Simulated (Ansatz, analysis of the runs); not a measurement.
# A homologous series of junctions, from (CF2)2 chain with nitrile ends, between Au (111) faces with adatoms, part 2 of 4

Aim: the decay constant of the conductance with molecular length.

Ansatz 0.2.0; DFT PBE, plane waves, PAW; relaxation of a junction, electrodes held but for their tips (the session's first sound run).

So far. Step 2 (Relaxing the junction, 57 atoms, molecule …): The largest force component on a free atom ends at 0.042 eV/Å, under the limit of 0.05. The apex atoms end 10.36 Å apart, and their nearest bridge atoms lie at 2.13 Å (Au–N) and 2.13 Å (Au–N).

### 3. Transmission, 57 atoms, molecule perfluoroalkane C2, nitrile ends, units 2

This step: DFT PBE, plane waves, PAW; transmission of a junction between electrodes (Ansatz 0.2.0).

The cell is now read as a scatterer between two semi-infinite leads, named by two sites one period apart. The scattering states in its self-consistent potential are matched to the leads' states at each energy. A mesh across the current samples the surface zone of the faces.

The input, input.yaml:

```yaml
crystal:
  lattice:
    - [8.8246926292, 0.0, 0.0]
    - [4.4123463146, 7.6424079975, 0.0]
    - [0.0, 0.0, 24.3882026897]
  atoms:
    - { symbol: Au, position: [0.833333333, 0.833333333, 0.0] }
    - { symbol: Au, position: [0.833333333, 0.166666667, 0.0] }
    - { symbol: Au, position: [0.833333333, 0.5, 0.0] }
    - { symbol: Au, position: [0.166666667, 0.833333333, 0.0] }
    - { symbol: Au, position: [0.166666667, 0.166666667, 0.0] }
    - { symbol: Au, position: [0.166666667, 0.5, 0.0] }
    - { symbol: Au, position: [0.5, 0.833333333, 0.0] }
    - { symbol: Au, position: [0.5, 0.166666667, 0.0] }
    - { symbol: Au, position: [0.5, 0.5, 0.0] }
    - { symbol: Au, position: [0.944444444, 0.944444444, 0.098481104] }
    - { symbol: Au, position: [0.944444444, 0.277777778, 0.098481104] }
    - { symbol: Au, position: [0.944444444, 0.611111111, 0.098481104] }
    - { symbol: Au, position: [0.277777778, 0.944444444, 0.098481104] }
    - { symbol: Au, position: [0.277777778, 0.277777778, 0.098481104] }
    - { symbol: Au, position: [0.277777778, 0.611111111, 0.098481104] }
    - { symbol: Au, position: [0.611111111, 0.944444444, 0.098481104] }
    - { symbol: Au, position: [0.611111111, 0.277777778, 0.098481104] }
    - { symbol: Au, position: [0.611111111, 0.611111111, 0.098481104] }
    - { symbol: Au, position: [0.055555556, 0.055555556, 0.196962208] }
    - { symbol: Au, position: [0.055555556, 0.388888889, 0.196962208] }
    - { symbol: Au, position: [0.055555556, 0.722222222, 0.196962208] }
    - { symbol: Au, position: [0.388888889, 0.055555556, 0.196962208] }
    - { symbol: Au, position: [0.388888889, 0.388888889, 0.196962208] }
    - { symbol: Au, position: [0.388888889, 0.722222222, 0.196962208] }
    - { symbol: Au, position: [0.722222222, 0.055555556, 0.196962208] }
    - { symbol: Au, position: [0.722222222, 0.388888889, 0.196962208] }
    - { symbol: Au, position: [0.722222222, 0.722222222, 0.196962208] }
    - { symbol: Au, position: [0.499083183, 0.4998664819, 0.2875991865] }
    - { symbol: "N", position: [0.4968332286, 0.4999946344, 0.3748545934] }
    - { symbol: C, position: [0.4682471248, 0.5000145799, 0.4215641901] }
    - { symbol: C, position: [0.428268388, 0.5000173735, 0.4804612558] }
    - { symbol: F, position: [0.4170042208, 0.3552921635, 0.4923541723] }
    - { symbol: F, position: [0.2723055548, 0.6447899721, 0.4923581286] }
    - { symbol: C, position: [0.571731612, 0.4999826265, 0.5195387442] }
    - { symbol: F, position: [0.5829957792, 0.6447078365, 0.5076458277] }
    - { symbol: F, position: [0.7276944452, 0.3552100279, 0.5076418714] }
    - { symbol: C, position: [0.5317528752, 0.4999854201, 0.5784358099] }
    - { symbol: "N", position: [0.5031667714, 0.5000053656, 0.6251454066] }
    - { symbol: Au, position: [0.500916817, 0.5001335181, 0.7124008135] }
    - { symbol: Au, position: [0.277777778, 0.277777778, 0.803037792] }
    - { symbol: Au, position: [0.277777778, 0.611111111, 0.803037792] }
    - { symbol: Au, position: [0.277777778, 0.944444444, 0.803037792] }
    - { symbol: Au, position: [0.611111111, 0.277777778, 0.803037792] }
    - { symbol: Au, position: [0.611111111, 0.611111111, 0.803037792] }
    - { symbol: Au, position: [0.611111111, 0.944444444, 0.803037792] }
    - { symbol: Au, position: [0.944444444, 0.277777778, 0.803037792] }
    - { symbol: Au, position: [0.944444444, 0.611111111, 0.803037792] }
    - { symbol: Au, position: [0.944444444, 0.944444444, 0.803037792] }
    - { symbol: Au, position: [0.388888889, 0.388888889, 0.901518896] }
    - { symbol: Au, position: [0.388888889, 0.722222222, 0.901518896] }
    - { symbol: Au, position: [0.388888889, 0.055555556, 0.901518896] }
    - { symbol: Au, position: [0.722222222, 0.388888889, 0.901518896] }
    - { symbol: Au, position: [0.722222222, 0.722222222, 0.901518896] }
    - { symbol: Au, position: [0.722222222, 0.055555556, 0.901518896] }
    - { symbol: Au, position: [0.055555556, 0.388888889, 0.901518896] }
    - { symbol: Au, position: [0.055555556, 0.722222222, 0.901518896] }
    - { symbol: Au, position: [0.055555556, 0.055555556, 0.901518896] }
kpoints:
  mp_grid: { grid: [4, 4, 1] }
scf:
  occupations: { method: fermi_dirac, width: 0.1 }
hamiltonian:
  xc: pbe
output:
  transmission: { leads: [[48, 8]], e_range: [-0.7, 0.7], de: 0.035, kmesh: [4, 4] }
  dos: { projected: true, e_range: [-5, 4] }
  write_potential: true
  write_density: true
  volumetric_format: npy
```

Started as:

```
> ansatz run input.yaml --threads 16 --pin off --max-ram 61440MiB --backend cuda --events-out ev --progress --plain --runs-dir out
```

Numbers of over 12 decimals in the logs are rounded to 6 here.

Output:

```text
[...]
Crystal: 57 atoms, lattice volume = 1644.787 Å³
Basis set: ecut = 420 eV, 32115 PW (Γ)
Bands: 569, of which v1, the nominal top of the filled ones, is band 474 counted from 1 (473 counted from 0)
Symmetry: 2 space group operations
[...]
k-points: 10 of 16
[...]
SCF iter   1: F=—  HF=-623011.560092 eV  |F-HF|=—  |Δ(HF+E_count)|=         —  Δρ=5.09e-3  dr2=2.75e0  ethr=1.77e-3  ⟨swp⟩=6.0  Hψ=21622  notcnv=0  defer=307
[...]
SCF iter   6: F=—  HF=-623011.167815 eV  |F-HF|=—  |Δ(HF+E_count)|=   2.31e-3  Δρ=8.16e-4  dr2=1.26e-1  ethr=2.07e-5  ⟨swp⟩=2.0  Hψ=5290  notcnv=0  defer=631
[...]
SCF iter  10: F=—  HF=-623011.124798 eV  |F-HF|=—  |Δ(HF+E_count)|=   6.09e-3  Δρ=1.75e-5  dr2=5.42e-5  ethr=2.71e-8  ⟨swp⟩=2.0  Hψ=6853  notcnv=0  defer=640
[...]
SCF iter  12: F=-623011.141371 eV  HF=-623011.141371 eV  |F-HF|=7.66e-8  |Δ(HF+E_count)|=   3.28e-8  Δρ=1.09e-6  dr2=8.98e-8  ethr=1.06e-11  ⟨swp⟩=14.1  Hψ=23649  notcnv=0
SCF 1 converged in 12 iterations: F = -623011.141371 eV  dr2 = 8.98e-8
[...]
transmission: 37 of 370 steps passed
transmission: 74 of 370 steps passed
[...]
transmission: 333 of 370 steps passed
[...]
SCF converged after 12 iterations
[...]
--- Transmission ---
  basis      : 595 plane waves across, 37 finite elements along
  points     : 10, standing for a mesh of 4 x 4
  on the GPU : 10 of these points
  filling    : by the input's occupations and mesh, since the crystals that have channels conduct as metals do. If one of these is a semiconductor, that mesh has misplaced its level
  energies   : 41 from -0.700000 to 0.700000 eV about the Fermi level, 0.035000 eV apart; the leads are filled to 0.000000 eV, and channels, transmission and decay are at 0.000000 eV
  crystal 0  : Au9, at the sites [48, 8], period 2.4018 Å, over 12.01 Å; its Hamiltonian steps by up to 36.2 meV: too much for a lead, lay more layers or, if its atoms are ordered, name the step of that order
    offset         : up to 0.0000 Å between an atom of the period and one for which it stands
    filled         : 47.0 meV under the level at which it is neutral
    channels       : 7.687500e0 a spin
    conductance    : 8.7898e14 S/m² at 300 K; may be off by some 0.0 % by where its bands' edges are placed, 11.7 % from the k-mesh, 0.0 % from the distance to neutral
  junction   : crystal 0 to crystal 0, 0.50 to 22.49 Å
    transmission   : 1.206343e-2 a spin
    conductance    : 1.4700e12 S/m² at 300 K (1.3342e12 on every other point, 1.4575e12 on every other energy)
    error estimate : 0.9 % from the energy spacing and 6.4 % from band edges of the leads and from resonances (wavevectors taken as independent; lower de), 16.5 % from the k-mesh, 50.3 % from the steps of its leads' Hamiltonians or their offsets (lay more layers), 36.8 % from the distance to neutral
    resistance     : 6.7913e-1 Ω µm² beyond half of each lead's own
```

Run time: 2.7 min. Hardware: 1 × NVIDIA GB200 with 16 threads of Arm Neoverse V2, shared host; peak memory 15 GiB; 21 min of CPU time.

This step gave:

- energy at zero smearing: -623010.8717 eV
- transmission at the energy nearest the Fermi level, one spin: 0.01206
- step of the lead's Hamiltonian: 36.2 meV
- conductance of the junction: 0.01280 G₀
- conductance of the bulk lead, a 3×3 cell, mean over the mesh: 7.651 G₀
- channels of the bulk lead, one spin, mean over the mesh: 7.688

Transmission, one spin against energy, zero at the Fermi level:

energy (eV), log10 transmission, one spin and a bar from the least value:
```
   -0.700       -3.1 
   -0.665       -3.1 
   -0.630       -3.1 #
   -0.595       -3.0 #
   -0.560       -3.0 ##
   -0.525       -2.9 ##
   -0.490       -2.9 ###
   -0.420       -2.8 ###
   -0.385       -2.7 ####
   -0.350       -2.7 #####
   -0.315       -2.6 #####
   -0.280       -2.5 ######
   -0.245       -2.5 ######
   -0.210       -2.4 #######
   -0.175       -2.3 ########
   -0.140       -2.2 #########
   -0.105       -2.2 #########
   -0.070       -2.1 ##########
   -0.035       -2.0 ###########
    0.000       -1.9 ############
    0.035       -1.8 #############
    0.070       -1.7 ##############
    0.105       -1.6 ###############
    0.140       -1.5 ################
    0.175       -1.4 #################
    0.210       -1.2 ###################
    0.245       -1.0 ####################
    0.280       -0.9 ######################
    0.315       -0.7 #######################
    0.350       -0.6 #########################
    0.385       -0.3 ###########################
    0.420       -0.1 #############################
    0.455        0.0 ##############################
    0.490       -0.1 #############################
    0.525       -0.3 ############################
    0.560       -0.4 ##########################
    0.595       -0.5 #########################
    0.630       -0.5 #########################
    0.665       -0.5 ##########################
    0.700       -0.3 ###########################
```

Table of open channels of the lead, one spin by energy, zero at the Fermi level:

energy (eV), open channels of the lead, one spin and a bar from the least value:
```
   -0.700       5.69 
   -0.665       5.69 
   -0.630       5.81 ##
   -0.595       5.81 ##
   -0.560       5.81 ##
   -0.525       5.81 ##
   -0.490       5.81 ##
   -0.420       5.81 ##
   -0.385       6.56 #############
   -0.350       6.56 #############
   -0.315       6.44 ###########
   -0.280       6.44 ###########
   -0.245       7.69 ##############################
   -0.210       7.69 ##############################
   -0.175       7.44 ##########################
   -0.140       7.69 ##############################
   -0.105       7.69 ##############################
   -0.070       7.69 ##############################
   -0.035       7.69 ##############################
    0.000       7.69 ##############################
    0.035       7.69 ##############################
    0.070       7.69 ##############################
    0.105       7.44 ##########################
    0.140       7.69 ##############################
    0.175       7.69 ##############################
    0.210       7.69 ##############################
    0.245       7.69 ##############################
    0.280       7.31 ########################
    0.315       7.31 ########################
    0.350       7.31 ########################
    0.385       7.31 ########################
    0.420       7.31 ########################
    0.490       7.31 ########################
    0.525       7.31 ########################
    0.560       7.31 ########################
    0.595       7.31 ########################
    0.630       7.31 ########################
    0.665       7.31 ########################
    0.700       7.31 ########################
```

The planar mean of the electrostatic potential energy, less the Fermi level by z:

```tsv
z (Å)	planar mean of the electrostatic potential energy, less the Fermi level (eV)
0	-16.2
1	-0.0677
2	-12.5
3	-8.29
4	-3.22
5	-15.1
6	2.47
7	2.53
8	3.97
9	3.02
10	2.72
11	2.86
12	-0.982
13	1.96
14	2.32
15	2.94
16	4.11
17	2.77
18	3.05
19	-8.04
20	-12.0
21	-0.0967
22	-16.0
23	-0.313
24	-12.4
```

By hand: the program gives 1.4700 × 10^12 S/m² over the cell's cross-section of 67.44 Å² = 6.744 × 10^-19 m², so one cell conducts 9.914 × 10^-7 S. Divided by G0 = 2e²/h = 7.748 × 10^-5 S this is 0.0128 G0, a resistance of 1009 kΩ.

The conductance is 0.0128 G₀. The value hangs on where a semilocal functional puts the molecule's levels, which is known only roughly. The lead's Hamiltonian steps by 36.2 meV, which the program calls too much for a lead. The largest term of the program's error estimate is 50 %, from the steps of its leads' Hamiltonians or their offsets.

### 4. Conductance and thermopower from T(E), 57 atoms

This step: Landauer integrals over the computed T(E), interpolated linearly between its energies (analysis of the runs above).

Conductance and thermopower are moments of T(E) over the thermal window; sliding the window along E stands for a gate that leaves T(E) rigid.

Numbers from this step:

```yaml
conductance_at_300_k_interpolated_from_t_e: 0.01283 G₀
thermopower_at_300_k: -48.34 μV/K
lorenz_number_over_l0: 1.126
```

T(E) held rigid; rough near sharp steps of T(E). Conductance at 300 K against shift of the leads' level:

```tsv
shift of the leads' level (eV)	conductance at 300 K (G₀)
-0.350	0.00217
-0.300	0.00267
-0.250	0.00340
-0.200	0.00437
-0.150	0.00562
-0.100	0.00726
-0.050	0.00954
0.000	0.0128
0.050	0.018
0.100	0.0265
0.150	0.0408
0.200	0.0663
0.250	0.110
0.300	0.188
0.350	0.34
```

T(E) held rigid; rough near sharp steps of T(E). Table of thermopower at 300 K by shift of the leads' level:

```tsv
shift of the leads' level (eV)	thermopower at 300 K (μV/K)
-0.350	-29.1
-0.300	-34.0
-0.250	-36.5
-0.200	-37.2
-0.150	-37.7
-0.100	-39.8
-0.050	-42.9
0.000	-48.3
0.050	-55.9
0.100	-63.4
0.150	-71.5
0.200	-77.8
0.250	-81.0
0.300	-87.3
0.350	-82.4
```

The two levels move by half the bias each and T(E) is held rigid. Current from the zero-bias T(E) against bias:

```tsv
bias (V)	current from the zero-bias T(E) (μA)
0.000	0
0.100	0.102
0.200	0.219
0.300	0.372
0.400	0.594
0.500	0.943
0.600	1.52
0.700	2.52
0.800	4.28
```

By hand, Mott's formula: S = −(π²k²T/3e) d ln T/dE, and π²k²T/3e = 7.33 μV/K × eV at 300 K. The computed T is 0.00824 at -0.070 eV and 0.0192 at +0.070 eV, so d ln T/dE ≈ 6.02 per eV and S ≈ -44.1 μV/K, against -48.3 from the integrals.

The thermopower is -48.3 μV/K. The Lorenz ratio is 1.13, where the Wiedemann-Franz law gives 1. These values rest on a semilocal level alignment and on the mesh across the current. Moving the level by up to 0.1 eV either way gives -63 to -40 μV/K.

[end of part 2 of 4]

[Logs are printed without paths, hosts, clocks, repeated set-up lines and the standing remarks that a program may print on its own settings, such as how far it seeks lower states.]

[Hosts, paths, dates, database ids (printed as entryN), source tags and the programs' standing remarks are cut or masked in the printed files.]
